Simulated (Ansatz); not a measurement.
## Elastic constants of GaP (F-43m), step by step

```
Ga P
1.0
     0.00000    2.71927    2.71927
     2.71927    0.00000    2.71927
     2.71927    2.71927    0.00000
Ga P
1 1
Direct
  0.00000 0.00000 0.00000
  0.75000 0.75000 0.75000
```

Conventional cell: a = 5.439 Å, b = 5.439 Å, c = 5.439 Å, α = 90.00°, β = 90.00°, γ = 90.00°. Ga (atom 1) has 4 P at 2.35 Å as nearest neighbours. P (atom 2) has 4 Ga at 2.35 Å as nearest neighbours.

Computed, not measured; unless marked otherwise by PBEsol, all-electron LAPW in Ansatz 0.2.0, scalar-relativistic. k mesh 8×8×8, fixed occupations, basis error target 1 meV/atom. The cell was relaxed by PAW under this functional.

The cell is cubic and carries a residual pressure of -0.02 GPa at this level. Each strain component that symmetry leaves independent is applied at ±0.005, the ions relax wherever a strain frees them, and the stress (tension positive, GPa) is read. Shears are engineering strains, γ = 2ε.

```json
{"strain": "xx", "size": "-0.005", "σxx": "-0.6621", "σyy": "-0.2902", "σzz": "-0.2902", "σyz": "0.0000", "σxz": "0.0000", "σxy": "0.0000"}
{"strain": "xx", "size": "+0.005", "σxx": "0.6861", "σyy": "0.3095", "σzz": "0.3095", "σyz": "0.0000", "σxz": "0.0000", "σxy": "0.0000"}
{"strain": "yz", "size": "-0.005", "σxx": "0.0160", "σyy": "0.0145", "σzz": "0.0145", "σyz": "-0.3373", "σxz": "0.0000", "σxy": "0.0000"}
{"strain": "yz", "size": "+0.005", "σxx": "0.0160", "σyy": "0.0145", "σzz": "0.0145", "σyz": "0.3373", "σxz": "0.0000", "σxy": "0.0000"}
```

A central difference gives one constant, for example C11 ≈ (0.6861 − (-0.6621))/(0.01) = 134.8 GPa; the program then imposes the crystal's symmetry on the whole matrix.

Question: What are the independent elastic constants?

Answer: C11 = 134.8, C12 = 60.0, C44 = 67.5 GPa.

Question: Do they meet the Born conditions?

Answer: C11 − C12 = 74.9, C11 + 2C12 = 254.8 and C44 = 67.5 GPa must all be positive, so the crystal is elastically stable; that says nothing yet of its phonons.

Question: What moduli does a random aggregate of grains have?

Answer: B = (C11 + 2C12)/3 = 84.9 GPa. G_V = (C11 − C12 + 3C44)/5 = 55.4 and G_R = 5(C11 − C12)C44/(4C44 + 3(C11 − C12)) = 51.1, so G_H = 53.3 GPa. Then E = 9BG/(3B + G) = 132.1 GPa, ν = (3B − 2G)/(6B + 2G) = 0.241 and B/G = 1.59, on the brittle side of Pugh's 1.75 (a rule of thumb, made for metals; it doesn't predict ductility here).

Question: With the density of 4.158 g/cm³, how fast does sound travel, and what Debye temperature follows?

Answer: 

```json
{"direction": "[100]", "slow (m/s)": "4028", "middle (m/s)": "4028", "fast (m/s)": "5694"}
{"direction": "[110]", "slow (m/s)": "3000", "middle (m/s)": "4028", "fast (m/s)": "6297"}
{"direction": "[111]", "slow (m/s)": "3378", "middle (m/s)": "3378", "fast (m/s)": "6485"}
```

The mean of v⁻³ over directions and branches gives v_m = 3942 m/s and θ_D = (ħ/k_B) v_m (6π²n)^(1/3) = 432 K, n being atoms per volume. Young's modulus spans 98 to 160 GPa over directions, and the universal anisotropy index is 0.43.

Question: How far do the constants move if PAW replaces LAPW in the same cell?

Answer: 

| constant | LAPW (GPa) | PAW (GPa) | difference |
| --- | --- | --- | --- |
| C11 | 134.8 | 134.8 | 0.0 |
| C12 | 60.0 | 60.2 | 0.2 |
| C44 | 67.5 | 67.4 | -0.1 |

Question: How do the constants change if the ions are clamped to the homogeneous strain?

Answer: Clamped values, with the change against relaxed ions: C11 = 134.8 (+0.0), C12 = 60.0 (+0.0), C44 = 91.0 (+23.6) GPa.

Known limits: constants at zero field, no piezoelectric stiffening; the frozen-core PAW files of the compared runs were fitted under PBE, their cores solved anew for this functional.
